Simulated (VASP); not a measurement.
# BN (F-43m) in VASP: single point with LDA

Aim: the single point of BN with LDA.

All numbers are computed with VASP 6.6.1; they aren't measurements. Logs are shortened: lines on timing, memory, paths and dates and some standing lists are left out, and cuts for length are marked.

**Measured values to compare with.**

A printed reference work, monograph reports, for a bulk crystal of BN at 300 K: band gap 6.4 eV (indirect).

How close the calculation comes is told below.

## Step 1: The cell of the first run

Symmetry: F-43m, No. 216, cubic system. The conventional cell has a = 3.581 Å, b = 3.581 Å, c = 3.581 Å, α = 90.00°, β = 90.00°, γ = 90.00°. Within 2.1 Å of B (site symmetry -43m) lie 4 N at 1.55 Å. N (site symmetry -43m) has 4 B at 1.55 Å within 2.1 Å.

## Step 2: Single point, LDA

INCAR

```
SYSTEM = BN
PREC = Accurate
ENCUT = 1330
EDIFF = 1E-6
ISMEAR = 0
SIGMA = 0.01
LREAL = .False.
LASPH = .True.
NELM = 120
ALGO = Normal
ISIF = 2
LWAVE = .False.
LCHARG = .True.
GGA = CA
LELF = .True.
LVHAR = .True.
NBANDS = 11
GGA_COMPAT = .False.
```

KPOINTS

```
regular mesh
0
Gamma
  8 8 8
  0 0 0
```

POSCAR

```
BN
1.0
    0.0000000000      1.7903545538      1.7903545538
    1.7903545538      0.0000000000      1.7903545538
    1.7903545538      1.7903545538      0.0000000000
B N
1 1
Direct
    0.0000000000      0.0000000000      0.0000000000
    0.2500000000      0.2500000000      0.2500000000
```

Potentials or basis: VASP PAW LDA potentials, release 64 (B_h, N_h).

The run is started by

```sh
cat potpaw_LDA.64/B_h/POTCAR potpaw_LDA.64/N_h/POTCAR > POTCAR
mpirun -np 1 vasp_std > vasp.out
```

OUTCAR:

```text
SYSTEM = BN
   PREC = Accurate
   ENCUT = 1330
   EDIFF = 1E-6
   ISMEAR = 0
   LREAL = .False.
   LASPH = .True.
   NELM = 120
   ISIF = 2
   GGA = CA

 ion  position               nearest neighbor table
   1  0.000  0.000  0.000-
   2  0.250  0.250  0.250-

  LATTYP: Found a face centered cubic cell.
 ALAT       =     3.5807091076

  Lattice vectors:

 A1 = (   0.0000000000,   1.7903545538,   1.7903545538)
 A2 = (   1.7903545538,   0.0000000000,   1.7903545538)
 A3 = (   1.7903545538,   1.7903545538,   0.0000000000)

Analysis of symmetry for initial positions (statically):
=====================================================================
 Subroutine PRICEL returns:
 Original cell was already a primitive cell.

 Routine SETGRP: Setting up the symmetry group for a
 face centered cubic supercell.

 Subroutine GETGRP returns: Found 24 space group operations
 (whereof 24 operations were pure point group operations)
 out of a pool of 48 trial point group operations.

The static configuration has the point symmetry T_d .

Analysis of symmetry for dynamics (positions and initial velocities):
=====================================================================
 Subroutine PRICEL returns:
 Original cell was already a primitive cell.

 Routine SETGRP: Setting up the symmetry group for a
 face centered cubic supercell.

 Subroutine GETGRP returns: Found 24 space group operations
 (whereof 24 operations were pure point group operations)
 out of a pool of 48 trial point group operations.

The dynamic configuration has the point symmetry T_d .

 Subroutine INISYM returns: Found 24 space group operations
 (whereof 24 operations are pure point group operations),
 and found     1 'primitive' translations

----------------------------------------------------------------------------------------

                                     Primitive cell

  volume of cell :      11.4775

  direct lattice vectors                    reciprocal lattice vectors
     0.000000000  1.790354554  1.790354554    -0.279274292  0.279274292  0.279274292
     1.790354554  0.000000000  1.790354554     0.279274292 -0.279274292  0.279274292
     1.790354554  1.790354554  0.000000000     0.279274292  0.279274292 -0.279274292

  length of vectors
     2.531943691  2.531943691  2.531943691     0.483717263  0.483717263  0.483717263

  position of ions in fractional coordinates (direct lattice)
     0.000000000  0.000000000  0.000000000
     0.250000000  0.250000000  0.250000000

  ion indices of the primitive-cell ions
   primitive index   ion index
                 1           1
                 2           2

----------------------------------------------------------------------------------------

 KPOINTS: regular mesh

Automatic generation of k-mesh.
 Grid dimensions read from file:
 generate k-points for:    8    8    8

 Generating k-lattice:

  Cartesian coordinates                     Fractional coordinates (reciprocal lattice)
    -0.034909286  0.034909286  0.034909286     0.125000000  0.000000000  0.000000000
     0.034909286 -0.034909286  0.034909286     0.000000000  0.125000000  0.000000000
     0.034909286  0.034909286 -0.034909286     0.000000000  0.000000000  0.125000000

  Length of vectors
     0.060464658  0.060464658  0.060464658

  Shift w.r.t. Gamma in fractional coordinates (k-lattice)
     0.000000000  0.000000000  0.000000000

 Subroutine IBZKPT returns following result:
 ===========================================

 Found     29 irreducible k-points:

 Following reciprocal coordinates:
            Coordinates               Weight
  0.000000  0.000000  0.000000      1.000000
  0.125000  0.000000  0.000000      8.000000
  0.250000  0.000000  0.000000      8.000000
  0.375000  0.000000  0.000000      8.000000
  0.500000  0.000000  0.000000      4.000000
  0.125000  0.125000  0.000000      6.000000
[... 16 lines left out ...]
  0.500000  0.250000  0.125000     48.000000
 -0.375000  0.250000  0.125000     24.000000
 [... further k-points ...]
   k-points           NKPTS =     29   k-points in BZ     NKDIM =     29   number of bands    NBANDS=     11
   number of dos      NEDOS =    301   number of ions     NIONS =      2
   total plane-waves  NPLWV =  27000
   dimension x,y,z NGX =    30 NGY =   30 NGZ =   30
   dimension x,y,z NGXF=    60 NGYF=   60 NGZF=   60
   ions per type =               1   1
   NGX,Y,Z   is equivalent  to a cutoff of  19.70, 19.70, 19.70 a.u.
   NGXF,Y,Z  is equivalent  to a cutoff of  39.40, 39.40, 39.40 a.u.
 SYSTEM =  BN
   PREC   = accura    normal or accurate (medium, high low for compatibility)
   ISTART =      0    job   : 0-new  1-cont  2-samecut
   ICHARG =      2    charge: 1-file 2-atom 10-const
   ISPIN  =      1    spin polarized calculation?
   LNONCOLLINEAR =      F non collinear calculations
   LSORBIT =      F    spin-orbit coupling
   LASPH  =      T    aspherical Exc in radial PAW
   ENCUT  = 1330.0 eV  97.75 Ry    9.89 a.u.   7.53  7.53  7.53*2*pi/ulx,y,z
   NELM   =    120;   NELMIN=  2; NELMDL= -5     # of ELM steps
   EDIFF  = 0.1E-05   stopping-criterion for ELM
   LREAL  =      F    real-space projection
   EDIFFG = 0.1E-04   stopping-criterion for IOM
   NSW    =      0    number of steps for IOM
   IBRION =     -1    ionic relax: 0-MD 1-quasi-New 2-CG
   NFREE  =      0    steps in history (QN), initial steepest desc. (CG)
   ISIF   =      2    stress and relaxation
   ISYM   =      2    0-nonsym 1-usesym 2-fastsym
   POTIM  = 0.5000    time-step for ionic-motion
   TEBEG  =    0.0;   TEEND  =   0.0 temperature during run
   PSTRESS=    0.0 pullay stress
   NELECT =       8.0000    total number of electrons
   NUPDOWN=      -1.0000    fix difference up-down
   EMIN   =  10.00;   EMAX   =-10.00  energy-range for DOS
   EFERMI =   0.00;   METHOD = LEGACY
   ISMEAR =     0;   SIGMA  =   0.01  broadening in eV -4-tet -1-fermi 0-gaus
   EFERMI_NEDOS =   21; number of points for ismear=-14 and -15
   IALGO  =     38    algorithm
   IMIX   =      4    mixing-type and parameters
     AMIX     =   0.40;   BMIX     =  1.00
     AMIX_MAG =   1.60;   BMIX_MAG =  1.00
  volume/ion in A,a.u.               =       5.74        38.73
  Fermi-wavevector in a.u.,A,eV,Ry     =   1.451518  2.742971 28.666179  2.106905
  Thomas-Fermi vector in A             =   2.569006
   LORBIT       =      0    0 simple, 1 ext, 2 COOP (PROOUT), +10 PAW based schemes
   GGA     = CA    functional components
   LHFCALC =     F    Hartree Fock is set to
   AEXX    =    0.0000 exact exchange contribution
   IVDW    =     0    specifies the selected vdW correction
   LEPSILON=     F    determine dielectric tensor
   LRPA    =     F    only Hartree local field effects (RPA)
 non-spin polarized calculation
 Gauss-broadening in eV      SIGMA  =   0.01
  energy-cutoff  :     1330.00
  volume of cell :       11.48
 maximum number of plane-waves:      1283
   NGX = 15   NGY = 15   NGZ = 15

 number of electron       8.0000000 magnetization

 Free energy of the ion-electron system (eV)
  ---------------------------------------------------
  ext. energy  EPLUGINS =         0.00000000
  ---------------------------------------------------
  free energy    TOTEN  =       -19.42092207 eV

  energy without entropy =      -19.42092207  energy(sigma->0) =      -19.42092207

 E-fermi :   9.3654     XC(G=0): -13.4075

 val. band max:        9.2536858078   @ k =   0.0000   0.0000   0.0000
 cond. band min:      13.6349948174   @ k =   0.5000   0.5000   0.0000
 fundamental gap:      4.3813090096
 Fermi energy:         9.3654018396

 k-point     1 :       0.0000    0.0000    0.0000
  band No.  band energies     occupation
      1     -11.1440      2.00000
      2       9.2537      2.00000
      3       9.2537      2.00000
      4       9.2537      2.00000
      5      18.0757      0.00000
      6      18.0757      0.00000
      7      18.0757      0.00000
      8      20.1602      0.00000
      9      34.2911      0.00000
     10      37.3811      0.00000
     11      37.3811      0.00000

 k-point     2 :       0.1250    0.0000    0.0000
  band No.  band energies     occupation
      1     -10.7551      2.00000
      2       7.3538      2.00000
      3       8.8582      2.00000
      4       8.8582      2.00000
      5      18.5633      0.00000
      6      18.6642      0.00000
      7      18.6642      0.00000
      8      21.2407      0.00000
      9      33.6291      0.00000
     10      34.0719      0.00000
     11      34.0719      0.00000

 k-point     3 :       0.2500    0.0000    0.0000
  band No.  band energies     occupation
      1      -9.6217      2.00000
      2       3.6858      2.00000
      3       8.0853      2.00000
      4       8.0853      2.00000
      5      19.1850      0.00000
      6      19.6317      0.00000
      7      19.6317      0.00000
      8      23.1117      0.00000
      9      32.7099      0.00000
     10      32.9984      0.00000
     11      32.9984      0.00000

 k-point     4 :       0.3750    0.0000    0.0000
  band No.  band energies     occupation
      1      -7.9263      2.00000
      2       0.1362      2.00000
      3       7.4727      2.00000
      4       7.4727      2.00000
      5      19.6649      0.00000
      6      19.9850      0.00000
      7      19.9850      0.00000
      8      24.2261      0.00000
      9      32.5679      0.00000
     10      34.5669      0.00000
     11      34.5669      0.00000

 k-point     5 :       0.5000    0.0000    0.0000
  band No.  band energies     occupation
      1      -6.7231      2.00000
      2      -1.7247      2.00000
      3       7.2507      2.00000
      4       7.2507      2.00000
      5      19.8426      0.00000
      6      19.9793      0.00000
      7      19.9793      0.00000
      8      24.5590      0.00000
      9      32.7523      0.00000
     10      36.3750      0.00000
     11      36.3932      0.00000
[... 211 lines left out ...]
 k-point    21 :       0.5000    0.5000    0.0000
  band No.  band energies     occupation
      1      -5.3071      2.00000
      2       0.1808      2.00000
      3       4.1837      2.00000
      4       4.1837      2.00000
      5      13.6350      0.00000
      6      18.5657      0.00000
      7      27.3917      0.00000
      8      27.3917      0.00000
      9      30.2506      0.00000
     10      36.8131      0.00000
     11      43.1690      0.00000

 k-point    22 :       0.3750    0.2500    0.1250
  band No.  band energies     occupation
      1      -8.6525      2.00000
      2       3.4866      2.00000
      3       5.1949      2.00000
      4       7.1767      2.00000
      5      17.8640      0.00000
      6      21.2026      0.00000
      7      22.1521      0.00000
      8      22.7331      0.00000
      9      28.8177      0.00000
     10      35.1101      0.00000
     11      36.9256      0.00000

 k-point    23 :       0.5000    0.2500    0.1250
  band No.  band energies     occupation
      1      -7.0603      2.00000
      2       0.8636      2.00000
      3       4.3918      2.00000
      4       6.2084      2.00000
      5      18.6537      0.00000
      6      20.7403      0.00000
      7      23.3373      0.00000
      8      24.0456      0.00000
      9      29.3973      0.00000
     10      34.7020      0.00000
     11      36.9984      0.00000

 k-point    24 :      -0.3750    0.2500    0.1250
  band No.  band energies     occupation
      1      -5.9889      2.00000
      2      -0.7068      2.00000
      3       4.3372      2.00000
      4       5.6779      2.00000
      5      18.7964      0.00000
      6      20.6451      0.00000
      7      23.9312      0.00000
      8      25.2380      0.00000
      9      28.7270      0.00000
     10      35.3356      0.00000
     11      36.9858      0.00000

 [... further k-points ...]

------------------------ aborting loop because EDIFF is reached ----------------------------------------

  FORCE on cell =-STRESS in cart. coord.  units (eV):
  Direction    XX          YY          ZZ          XY          YZ          ZX
  --------------------------------------------------------------------------------------
  -------------------------------------------------------------------------------------
  Total        0.0465553      0.0465553      0.0465553      0.0000000      0.0000000      0.0000000
  in kB        6.4987862      6.4987862      6.4987862      0.0000000      0.0000000      0.0000000
  external PRESSURE =       6.4987862 kB  Pullay stress =       0.0000000 kB

 VOLUME and BASIS-vectors are now :
 -----------------------------------------------------------------------------
  energy-cutoff  :     1330.00
  volume of cell :       11.48
      direct lattice vectors                 reciprocal lattice vectors
     0.000000000  1.790354554  1.790354554    -0.279274292  0.279274292  0.279274292
     1.790354554  0.000000000  1.790354554     0.279274292 -0.279274292  0.279274292
     1.790354554  1.790354554  0.000000000     0.279274292  0.279274292 -0.279274292

 POSITION                                       TOTAL-FORCE (eV/Angst)
 -----------------------------------------------------------------------------------
      0.00000      0.00000      0.00000         0.000000      0.000000      0.000000
      0.89518      0.89518      0.89518        -0.000000     -0.000000     -0.000000
 -----------------------------------------------------------------------------------
    total drift:                                0.000000      0.000000     -0.000000

  FREE ENERGIE OF THE ION-ELECTRON SYSTEM (eV)
  ---------------------------------------------------
  free  energy   TOTEN  =       -19.4209220680 eV

  energy  without entropy=      -19.4209220680  energy(sigma->0) =      -19.42092207
```

Wall time 11 s (1 thread of Intel Xeon 6975P-C (Granite Rapids), shared host); peak memory 0.14 GiB.

Results:

```
Free energy            : -19.4209 eV
Pressure               : 0.6 GPa
Band gap on the k mesh : 4.38 eV (least direct gap 8.82 eV)
```

## Step 3: Against experiment

Step 2. Against the measured gap of BN, 6.4 eV (indirect; 300 K; a printed reference work, monograph), the calculated 4.38 eV is off by -2.02 eV. The value is that of LDA on a finite k mesh, which can miss the band edges, without temperature or zero-point motion. Semilocal functionals fall short of measured gaps as a rule.
